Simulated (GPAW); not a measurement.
# Dielectric function and optical constants of PbF2 (Fluorocronite)

Wanted: where PbF2 (Fluorocronite) starts to absorb, how strongly, and its refractive index. The cell comes from an older database entry, whose edges can differ from later determinations, mostly by under a per cent.

Calculated with GPAW 26.7.0; DFT, PBE, plane-wave PAW (GPAW data sets), scalar-relativistic, RPA, optical limit.

The database entry behind the starting cell differs from later determinations by our own check (0.1 to 0.3 % short, probably kX units), so it need not match the best structure at ambient conditions.

### 1. Starting point

Symmetry: Fm-3m, No. 225, cubic system. Conventional cell: a = 5.927 Å, b = 5.927 Å, c = 5.927 Å, α = 90.00°, β = 90.00°, γ = 90.00°. Nearest to Pb lie 8 F at 2.57 Å. Nearest to F lie 4 Pb at 2.57 Å. Farther neighbours and most contacts between anions are not listed.

As a file:

```cif
data_structure
_symmetry_space_group_name_H-M 'P 1'
_symmetry_Int_Tables_number 1
_cell_length_a 4.1912
_cell_length_b 4.1912
_cell_length_c 4.1912
_cell_angle_alpha 60.000
_cell_angle_beta 60.000
_cell_angle_gamma 60.000
_cell_volume 52.06
loop_
_atom_site_label
_atom_site_type_symbol
_atom_site_fract_x
_atom_site_fract_y
_atom_site_fract_z
_atom_site_occupancy
Pb1 Pb 0.00000 0.00000 0.00000 1
F2 F 0.75000 0.75000 0.75000 1
F3 F 0.25000 0.25000 0.25000 1
```

### 2. Ground state

First the ground state: is it a metal or has it a gap?

This step: DFT, PBE, plane-wave PAW (GPAW data sets), scalar-relativistic, ground state (GPAW 26.7.0).

The input, gs.py:

```python
from ase import Atoms
from ase.dft.bandgap import bandgap
from gpaw import GPAW, PW, FermiDirac

atoms = Atoms(['Pb', 'F', 'F'],
              cell=[[0.000000000000, 2.963660000000, 2.963660000000],
                    [2.963660000000, 0.000000000000, 2.963660000000],
                    [2.963660000000, 2.963660000000, 0.000000000000]],
              scaled_positions=[[0.000000000000, 0.000000000000, 0.000000000000],
                                [0.750000000000, 0.750000000000, 0.750000000000],
                                [0.250000000000, 0.250000000000, 0.250000000000]],
              pbc=[True, True, True])
atoms.calc = GPAW(mode=PW(500), xc='PBE', kpts={'size': (7, 7, 7), 'gamma': True},
                  occupations=FermiDirac(0.05), maxiter=150, txt='gs.txt')
print('energy (eV)', atoms.get_potential_energy())
print('Fermi level (eV)', atoms.calc.get_fermi_level())
print('valence electrons', atoms.calc.get_number_of_electrons())
print('gap (eV)', bandgap(atoms.calc, output=None)[0])
print('direct gap (eV)', bandgap(atoms.calc, direct=True, output=None)[0])
atoms.calc.write('gs.gpw')
```

Run with:

```bash
$ OMP_NUM_THREADS=1 python gs.py
```

Numbers of over 12 decimals in the logs are rounded to 6 here.

Log:

```text
__  _  _
 | _ |_)|_||  |
 |__||  | ||/\| - 26.7.0

Versions:
  Python: 3.12.14
  ASE:    3.29.0
  Numpy:  2.5.5
  Scipy:  1.18.1
  Libxc:  7.0.0

Input parameters:
  mode=PW(ecut=500.0),
  kpts=MonkhorstPack(size=(7, 7, 7), gamma=True),
  maxiter=150,
  occupations=Occupations(name='fermi-dirac', width=0.05, fixmagmom=False),
  xc=XC(name='PBE')

Diagonalizing LCAO Hamiltonian
Converting LCAO to pw mode

                     F

            F

       Pb

Atoms  # Å, Bohr magnetons
|   | symbol |        x |        y |        z |    initial magnetic moments |
| 0 |     Pb | 0.000000 | 0.000000 | 0.000000 | ( 0.0000,  0.0000,  0.0000) |
| 1 |      F | 4.445490 | 4.445490 | 4.445490 | ( 0.0000,  0.0000,  0.0000) |
| 2 |      F | 1.481830 | 1.481830 | 1.481830 | ( 0.0000,  0.0000,  0.0000) |

Unit cell  # Å
| periodic |        x |        y |        z |  lengths |    angles |
|      yes | 0.000000 | 2.963660 | 2.963660 | 4.191248 | 60.000000 |
|      yes | 2.963660 | 0.000000 | 2.963660 | 4.191248 | 60.000000 |
|      yes | 2.963660 | 2.963660 | 0.000000 | 4.191248 | 60.000000 |

Number of symmetries: 48
Symmetry operations  # r_c * U_cc + t_c -> r_c
|    | kind |            matrix            |
|  0 |  σ   |  1, 0, 0,  1, 0,-1,  1,-1, 0 |
|  1 |  C2  |  1, 0, 0,  1,-1, 0,  1, 0,-1 |
|  2 |  E   |  1, 0, 0,  0, 1, 0,  0, 0, 1 |
|  3 |  σ   |  1, 0, 0,  0, 0, 1,  0, 1, 0 |
|  4 |  C4  |  1, 0,-1,  1, 0, 0,  1,-1, 0 |
|  5 |  S6  |  1, 0,-1,  1,-1, 0,  1, 0, 0 |
|  6 |  σ   |  1, 0,-1,  0, 1,-1,  0, 0,-1 |
|  7 |  C3  |  1, 0,-1,  0, 0,-1,  0, 1,-1 |
|  8 |  S6  |  1,-1, 0,  1, 0, 0,  1, 0,-1 |
|  9 |  C4  |  1,-1, 0,  1, 0,-1,  1, 0, 0 |
| 10 |  C3  |  1,-1, 0,  0,-1, 1,  0,-1, 0 |
| 11 |  σ   |  1,-1, 0,  0,-1, 0,  0,-1, 1 |
| 12 |  σ   |  0, 1, 0,  1, 0, 0,  0, 0, 1 |
| 13 |  C4  |  0, 1, 0,  0, 1,-1, -1, 1, 0 |
| 14 |  C3  |  0, 1, 0,  0, 0, 1,  1, 0, 0 |
| 15 |  S6  |  0, 1, 0, -1, 1, 0,  0, 1,-1 |
| 16 |  C2  |  0, 1,-1,  1, 0,-1,  0, 0,-1 |
| 17 |  σ   |  0, 1,-1,  0, 1, 0, -1, 1, 0 |
| 18 |  S4  |  0, 1,-1,  0, 0,-1,  1, 0,-1 |
| 19 |  C4  |  0, 1,-1, -1, 1, 0,  0, 1, 0 |
| 20 |  C3  |  0, 0, 1,  1, 0, 0,  0, 1, 0 |
| 21 |  σ   |  0, 0, 1,  0, 1, 0,  1, 0, 0 |
| 22 |  S6  |  0, 0, 1,  0,-1, 1, -1, 0, 1 |
| 23 |  C4  |  0, 0, 1, -1, 0, 1,  0,-1, 1 |
| 24 |  S4  |  0, 0,-1,  1, 0,-1,  0, 1,-1 |
| 25 |  C3  |  0, 0,-1,  0, 1,-1,  1, 0,-1 |
| 26 |  C2  |  0, 0,-1,  0,-1, 0, -1, 0, 0 |
| 27 |  S6  |  0, 0,-1, -1, 0, 0,  0,-1, 0 |
| 28 |  S4  |  0,-1, 1,  1,-1, 0,  0,-1, 0 |
| 29 |  C4  |  0,-1, 1,  0, 0, 1, -1, 0, 1 |
| 30 |  C2  |  0,-1, 1,  0,-1, 0,  1,-1, 0 |
| 31 |  σ   |  0,-1, 1, -1, 0, 1,  0, 0, 1 |
| 32 |  C3  |  0,-1, 0,  1,-1, 0,  0,-1, 1 |
| 33 |  S6  |  0,-1, 0,  0, 0,-1, -1, 0, 0 |
| 34 |  S4  |  0,-1, 0,  0,-1, 1,  1,-1, 0 |
| 35 |  C2  |  0,-1, 0, -1, 0, 0,  0, 0,-1 |
| 36 |  C2  | -1, 1, 0,  0, 1, 0,  0, 1,-1 |
| 37 |  S6  | -1, 1, 0,  0, 1,-1,  0, 1, 0 |
| 38 |  S4  | -1, 1, 0, -1, 0, 1, -1, 0, 0 |
| 39 |  C3  | -1, 1, 0, -1, 0, 0, -1, 0, 1 |
| 40 |  S6  | -1, 0, 1,  0, 0, 1,  0,-1, 1 |
| 41 |  C2  | -1, 0, 1,  0,-1, 1,  0, 0, 1 |
| 42 |  C3  | -1, 0, 1, -1, 1, 0, -1, 0, 0 |
| 43 |  S4  | -1, 0, 1, -1, 0, 0, -1, 1, 0 |
| 44 |  C2  | -1, 0, 0,  0, 0,-1,  0,-1, 0 |
| 45 |  i   | -1, 0, 0,  0,-1, 0,  0, 0,-1 |
| 46 |  σ   | -1, 0, 0, -1, 1, 0, -1, 0, 1 |
| 47 |  C2  | -1, 0, 0, -1, 0, 1, -1, 1, 0 |

BZ-sampling:
  Number of BZ points: 343
  Number of IBZ points: 20

  Monkhorst-Pack size: [7, 7, 7]
  Monkhorst-Pack shift: [0, 0, 0]

K-points  # in reciprocal-cell coordinates
|     |                                coordinates |     weight |
|   0 | (  0.00000000,   0.00000000,   0.00000000) | 0.00291545 |
|   1 | (  0.14285714,   0.14285714,   0.00000000) | 0.01749271 |
|   2 | (  0.14285714,   0.14285714,   0.14285714) | 0.02332362 |
|   3 | (  0.28571429,   0.14285714,   0.14285714) | 0.03498542 |
|   4 | (  0.28571429,   0.28571429,   0.00000000) | 0.01749271 |
|   5 | (  0.28571429,   0.28571429,   0.14285714) | 0.06997085 |
|   6 | (  0.28571429,   0.28571429,   0.28571429) | 0.02332362 |
|   7 | (  0.42857143,  -0.28571429,  -0.28571429) | 0.03498542 |
|   8 | (  0.42857143,   0.28571429,  -0.42857143) | 0.13994169 |
|   9 | (  0.42857143,   0.28571429,  -0.28571429) | 0.06997085 |
| ... |                                            |            |
|  19 | (  0.42857143,   0.42857143,   0.42857143) | 0.02332362 |

Plane wave coefficients: 1363
Cutoff: 500.0 eV

Spin-components: 1 (collinear spins)
Bands:           17
Projectors:      16
Spin-degeneracy: 2
Datatype:        complex128

Parallelization:
  kpt:    1
  domain: 1
  band:   1

Density:
  Valence electrons: 28.0
  Components: 1
  Grid points: [24 24 24]
  Charge: 0.0  # |e|

Potential:
  Grid points: [24 24 24]

species:
  Pb:
    name:    Lead
    id:
    Z:       82.0
    valence: 14
    core:    68
    charge:  0.0  # [|e|]
    compensation charges:
      type: gauss
      rc: 0.38  # [Å]
      lmax: 2
    cutoffs:
      filter: 2.36  # [Å]
      core: 2.43  # [Å]
    projectors
    | kind |    occ | energy [eV] | rcut [Å] |
    |   6s |  2.000 |     -11.969 |    1.259 |
    |   6p |  2.000 |      -3.506 |    1.275 |
    |   5d | 10.000 |     -21.211 |    1.217 |
    |    s |        |      15.243 |    1.259 |
    |    p |        |      23.705 |    1.275 |
    |    d |        |       6.001 |    1.217 |

    Using partial waves for Pb as LCAO basis

  F:
    name:    Fluorine
    id:
    Z:       9.0
    valence: 7
    core:    2
    charge:  0.0  # [|e|]
    compensation charges:
      type: gauss
      rc: 0.20  # [Å]
      lmax: 2
    cutoffs:
      filter: 1.14  # [Å]
      core: 0.74  # [Å]
    projectors
    | kind |    occ | energy [eV] | rcut [Å] |
    |   2s |  2.000 |     -29.898 |    0.635 |
    |   2p |  5.000 |     -11.110 |    0.635 |
    |    s |        |      -2.687 |    0.635 |
    |    p |        |      16.102 |    0.635 |
    |    d |        |       0.000 |    0.635 |

    Using partial waves for F as LCAO basis

Reference energy: -572702.624935  # eV

eigensolver:
  PPCG
  Converge bands: occupied
  niter=2

density mixing:
  MSR1-Mixer
  Pratt-step length: 0.05
  Maximum mixing coefficient: 0.75
  Old densities: 10
  SVD Regularization: 0.005
  Good broyden scale: 1.0
  Trust region scale: 1.0
  Backstep threshold: 4.0
  History deletion threshold: 6.0
  Fourier metric: weight=20.0, sigma=0.015

occupation numbers:
  Fermi-Dirac:
    width: 0.0500  # eV

poisson solver:
  ecut: 4000.0  # eV

xc functional:
  name: PBE with 2 nearest neighbor stencil

convergence criteria:
- Maximum [total energy] change in last 3 cyles: 0.0005 eV / valence electron
- Maximum integral of absolute [dens]ity change: 0.0001 electrons / valence electron
- Maximum integral of absolute [eigenst]ate change: 4e-08 eV^2 / valence electron
maximum number of iterations: 150

SCF iterations
|iter     |      energy | eigst |  dens |
|iter:   1||  -15.846810 | -0.07 |       |
|iter:   2||  -15.403550 | -1.40 | -1.08 |
|iter:   3||  -14.213344 | -0.30 | -1.13 |
|iter:   4||  -14.209093 | -2.66 | -1.57 |
|iter:   5||  -14.210814c| -3.49 | -1.82 |
|iter:   6||  -14.211066c| -4.62 | -2.81 |
|iter:   7||  -14.211122c| -5.89 | -3.17 |
|iter:   8||  -14.211122c| -7.01 | -4.44c|
|iter:   9||  -14.211122c| -8.26c| -5.01c|

Converged in 9 steps
SCF loop duration: 10.196 s (1.133 s/step)
Energy contributions relative to reference atoms: (reference = -572702.624935)

Energy contributions:
  Kinetic:          28.345541
  Coulomb:         -28.472404
  Zero:              0.362950
  External:          0.000000
  Xc:              -14.447209
  Entropy:          -0.000000
  Spinorbit:         0.000000
  ----------------------------
  Free energy:     -14.211122
  Extrapolated:    -14.211122

dipole moment: (-25.054379, -25.054379, -25.054379)  # |e|*Ang

Fermi level: 4.210
Eigenvalues  # (at kpt = [0.000, 0.000, 0.000])
| band index |      eig [eV] | occ [0-2] |
|          0 |       -18.605 |     2.000 |
|        ... |               |           |
|          6 |       -11.844 |     2.000 |
|          7 |        -2.048 |     2.000 |
|          8 |         0.036 |     2.000 |
|          9 |         0.036 |     2.000 |
|         10 |         0.036 |     2.000 |
|         11 |         0.529 |     2.000 |
|         12 |         0.529 |     2.000 |
|         13 |         0.529 |     2.000 |
|         14 |         9.267 |     0.000 |
|         15 |         9.267 |     0.000 |
|         16 |         9.267 |     0.000 |

Gap: 4.391 eV
Transition (v -> c):
  (s=0, k=9, n=13, [0.43, 0.29, -0.29]) -> (s=0, k=16, n=14, [0.43, 0.43, 0.00])
Direct/indirect transitions are different
Direct gap: 4.605 eV
Transition at: (s=0, k=16, n=13, [0.43, 0.43, 0.00])

--- standard output ---
energy (eV) -14.211122
Fermi level (eV) 4.210233
valence electrons 28.0
gap (eV) 4.391412
direct gap (eV) 4.605151
```

Run time: 12 s. Hardware: 1 thread of Arm Neoverse V1, shared host; peak memory 0.15 GiB.

Read-outs, printed or worked out from the files:

| Item | Value |
| --- | --- |
| energy | -14.21 eV |
| Fermi energy | 4.210 eV |
| gap on the k-mesh | 4.391 eV |
| direct gap on the mesh | 4.605 eV |
| electrons | 28 |

There is a gap, 4.39 eV on this mesh (points off the mesh can give less), so no carriers' term is needed.

### 3. Bands for the response

The response needs many more empty bands than the density does.

This step: DFT, PBE, plane-wave PAW (GPAW data sets), scalar-relativistic, bands at fixed density (GPAW 26.7.0).

The input, nscf.py:

```python
from ase.dft.bandgap import bandgap
from gpaw import GPAW, FermiDirac

calc = GPAW('gs.gpw').fixed_density(kpts={'size': (9, 9, 9), 'gamma': True}, nbands=46, convergence={'bands': 40},
                                    occupations=FermiDirac(0.001), txt='nscf.txt')
print('gap (eV)', bandgap(calc, output=None)[0])
print('direct gap (eV)', bandgap(calc, direct=True, output=None)[0])
print('top band over the Fermi level (eV)', min(calc.get_eigenvalues(kpt=k)[39] for k in range(len(calc.get_ibz_k_points()))) - calc.get_fermi_level())
calc.write('full.gpw', mode='all')
```

Run with:

```bash
$ OMP_NUM_THREADS=1 python nscf.py
```

Log:

```text
Diagonalizing LCAO Hamiltonian
Converting LCAO to pw mode
convergence criteria:
- Maximum integral of absolute [eigenst]ate change: 4e-08 eV^2 / valence electron
maximum number of iterations: 150

SCF iterations
|iter     |      energy | eigst |  dens |
|iter:   1||             | +3.46 |       |
|iter:   2||             | +2.13 |       |
|iter:   3||             | +1.26 |       |
|iter:   4||             | +0.32 |       |
|iter:   5||             | -0.53 |       |
|iter:   6||             | -1.37 |       |
|iter:   7||             | -2.14 |       |
|iter:   8||             | -2.91 |       |
|iter:   9||             | -3.58 |       |
|iter:  10||             | -4.18 |       |
|iter:  11||             | -4.67 |       |
|iter:  12||             | -5.16 |       |
|iter:  13||             | -5.59 |       |
|iter:  14||             | -6.00 |       |
|iter:  15||             | -6.37 |       |
|iter:  16||             | -6.77 |       |
|iter:  17||             | -7.18 |       |
|iter:  18||             | -7.63c|       |
SCF steps: 18
  __  _  _
 | _ |_)|_||  |
 |__||  | ||/\| - 26.7.0

Versions:
  Python: 3.12.14
  ASE:    3.29.0
  Numpy:  2.5.5
  Scipy:  1.18.1
  Libxc:  7.0.0

Input parameters:
  mode=PW(ecut=500.0),
  convergence={'bands': 40},
  gpts=array([24, 24, 24]),
  kpts=MonkhorstPack(size=(9, 9, 9), gamma=True),
  maxiter=150,
  nbands=46,
  occupations=Occupations(name='fermi-dirac', width=0.001, fixmagmom=False),
  parallel={},
  xc=XC(name='PBE')

--- standard output ---
gap (eV) 4.381144
direct gap (eV) 4.558854
top band over the Fermi level (eV) 31.940888
```

It took 78 s on 1 thread; peak memory 0.19 GiB.

This step gave:

```
gap on the k-mesh      : 4.381 eV
direct gap on the mesh : 4.559 eV
```

### 4. Dielectric function, RPA

Local fields let the induced charge screen the field inside the cell, which as a rule lowers ε, most along directions where the density is uneven.

This step: DFT, PBE, plane-wave PAW (GPAW data sets), scalar-relativistic, RPA, optical limit (GPAW 26.7.0).

The input, df.py:

```python
from gpaw.response.df import DielectricFunction

df = DielectricFunction('full.gpw', frequencies={'type': 'nonlinear', 'domega0': 0.03, 'omega2': 8},
                        ecut=50,
                        eta=0.15,
                        nbands=40,
                        txt='df.txt')
for direction in ['x', 'z']:
    df.get_dielectric_function(xc='RPA', direction=direction, filename=f'df_{direction}.csv')
```

Run with:

```bash
$ OMP_NUM_THREADS=1 python df.py
```

Log:

```text
Using integrator: PointIntegrator
NonLinearFrequencyDescriptor(from 0.000 to 61.014 eV, 490 points)
Nonperiodic BCs:  [False False False]
Using integrator: PointIntegrator
NonLinearFrequencyDescriptor(from 0.000 to 61.014 eV, 490 points)
Nonperiodic BCs:  [False False False]

Calculating chi0 body with:
    Ground state adapter containing:
    Number of spins: 1
    Number of kpoints: 729
    Number of irreducible kpoints: 35
    Number of completely occupied states: 14
    Number of partially occupied states: 14

    Linear response parametrization:
    q_c: [0.0, 0.0, 0.0]
    Number of frequency points: 490
    Planewave cutoff: 50.0
    Number of bands: 40
    Number of planewaves: 51
    Broadening (eta): 0.15

Integrating chi0 body.

Symmetries of q_c:
    Direct symmetries (Uq -> q): 48
    Indirect symmetries (TUq -> q): 0
In total 48 allowed symmetries.

35 groups of equivalent kpoints. 95.198903% reduction.

Integral kind: spectral function

Calculating chi0 optical extensions with:
    Ground state adapter containing:
    Number of spins: 1
    Number of kpoints: 729
    Number of irreducible kpoints: 35
    Number of completely occupied states: 14
    Number of partially occupied states: 14

    Linear response parametrization:
    Number of frequency points: 490
    Planewave cutoff: 50.0
    Number of bands: 40
    Number of planewaves: 51
    Broadening (eta): 0.15
Integrating chi0 head and wings.

Symmetries of q_c:
    Direct symmetries (Uq -> q): 48
    Indirect symmetries (TUq -> q): 0
In total 48 allowed symmetries.

35 groups of equivalent kpoints. 95.198903% reduction.

Integral kind: spectral function wings
```

Elapsed: 12 s, on 1 thread; peak memory 0.28 GiB.

Read-outs, printed or worked out from the files:

| Property | Result |
| --- | --- |
| electronic dielectric constant ε∞, mean over x, y and z (by symmetry where fewer were run) | 3.169 |
| main peak of Im epsilon, first axis | 8.033 eV |

(Continued in part 2 of 2.)

[Machine, clock and banner lines and Python warnings are left out of the logs.]

[Logs are printed without paths, hosts, clocks, repeated set-up lines and the standing remarks that a program may print on its own settings, such as how far it seeks lower states.]

[Hosts, paths, dates, database ids (printed as entryN), source tags and the programs' standing remarks are cut or masked in the printed files.]
